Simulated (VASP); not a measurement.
The system is GaAs.

```xyz
2
Lattice="0.0000 2.8268 2.8268 2.8268 0.0000 2.8268 2.8268 2.8268 0.0000" Properties=species:S:1:pos:R:3 pbc="T T T"
As    4.2403    4.2403    4.2403
Ga    0.0000    0.0000    0.0000
```

Base run:

```yaml
Program: VASP 6.6.1
Functional: revPBE
Potentials_or_basis: VASP PAW PBE potentials, release 64 (As, Ga_d)
Cutoff: 520 eV
k_mesh: 8 × 8 × 8
Occupations: fermi-dirac, width 0.05 eV
Spin: no spin polarisation
```

Its results: band gap on the k mesh 0.61 eV, direct; pressure 4.8 GPa.

Task: The run is repeated on the same cell with these changes: functional from revPBE to r2SCAN. What comes out?

Result: Band gap on the k mesh 1.00 eV, direct; pressure 0.6 GPa.

r2SCAN gives the wider gap, since meta-GGAs in the generalised Kohn-Sham scheme recover part of the derivative discontinuity.

Caveats: the PAW data sets were made with another functional, which shifts forces and pressure a little.

Not every run made on this cell is shown here.
